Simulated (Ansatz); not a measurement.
# Zr under changes of volume

One of the cells (23.281 Å³/atom); the others are scaled copies at fixed shape and fractional positions:

```xyz
2
Lattice="3.2320 0.0000 0.0000 -1.6160 2.7990 0.0000 0.0000 0.0000 5.1470" Properties=species:S:1:pos:R:3 pbc="T T T"
Zr    1.6160    0.9330    3.8603
Zr    0.0000    1.8660    1.2868
```

| Item | Value |
| --- | --- |
| Program | Ansatz 0.2.0 |
| Functional | PBE |
| Potentials or basis | Ansatz NC |
| Cutoff | 898 eV (not typed: the program's choice for these potentials) |
| k mesh | 9 × 9 × 5 |
| Occupations | fermi-dirac, width 0.05 eV |
| Spin | no spin polarisation |

| volume (Å³/atom) | energy over the lowest point (meV/atom) | pressure (GPa) |
| --- | --- | --- |
| 21.884 | 32.09 | 7.1 |
| 22.350 | 15.01 | 4.7 |
| 22.815 | 4.49 | 2.5 |
| 23.281 | 0.00 | 0.5 |
| 23.746 | ? | ? |
| 24.212 | 7.30 | -3.0 |
| 24.678 | 18.27 | -4.6 |

What does the run at 23.746 Å³/atom give?

Energy over the lowest point 1.08 meV/atom; pressure -1.3 GPa.

Worked out: A Birch-Murnaghan fit of order 3 (a polynomial in V^(-2/3)) to the other rows has its minimum at 23.42 Å³/atom with B0 = V·E''(V) = 94 GPa and B' = 3.1 at fixed shape and positions, which overstates the stiffness. It gives 1.08 meV/atom at 23.746 Å³/atom, against the run's 1.08, and -dE/dV = -1.3 GPa, against -1.3.

Energies are extrapolated to zero smearing.
